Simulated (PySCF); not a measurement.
How exact exchange moves a shielding

Molecule: `CC(=O)N(C)C`, C₄H₉NO.

Cartesian coordinates in Å; atom numbers follow the order of the lines, from 1:
```xyz
15

C     1.9862   -0.2418    0.2553
C     0.8106    0.7119    0.1969
O     0.9698    1.9067    0.3647
N    -0.4265    0.1743   -0.0538
C    -0.7004   -1.2233   -0.2467
C    -1.5691    1.0515   -0.0976
H     1.8627   -1.0023    1.0411
H     2.8748    0.3592    0.4774
H     2.1395   -0.7642   -0.7013
H    -1.2259   -1.3894   -1.2039
H     0.2213   -1.8137   -0.2650
H    -1.3453   -1.6219    0.5579
H    -1.2188    2.0786    0.0570
H    -2.2976    0.7927    0.6909
H    -2.0812    0.9818   -1.0729
```

GIAO shieldings (ppm, equivalent atoms averaged) in PySCF 2.14.0 with density-fitted response routines on the PBE0-D3(BJ)/def2-SVP geometry, basis pcSseg-1, gas phase, non-relativistic:

| functional | exact exchange (%) | σ(C5) | σ(N4) |
| --- | --- | --- | --- |
| BLYP | 0 | 136.7 | 131.8 |
| BP86 | 0 | 141.2 | 137.2 |
| PBE | 0 | 141.8 | 137.4 |
| B3LYP | 20 | 141.7 | 140.2 |
| mPW1PW91 | 25 | 146.6 | 146.1 |
| BHandHLYP | 50 | 148.1 | 152.3 |
| HF | 100 | 157.6 | 172.5 |

(1) Fit each shielding as a line in the percentage of exact exchange.

(2) What does the line predict for PBE0 (25 %), and what does the run give?

## Answers

(1) σ(C5) = 139.9 + 0.18 x (rms 1.9 ppm); σ(N4) = 135.1 + 0.37 x (rms 2.1 ppm). The functionals also differ in their semilocal parts, which the line can't hold; Hartree–Fock has no correlation at all.

(2) σ(C5): 144.4 predicted, 147.4 computed; σ(N4): 144.3 predicted, 147.2 computed ppm.
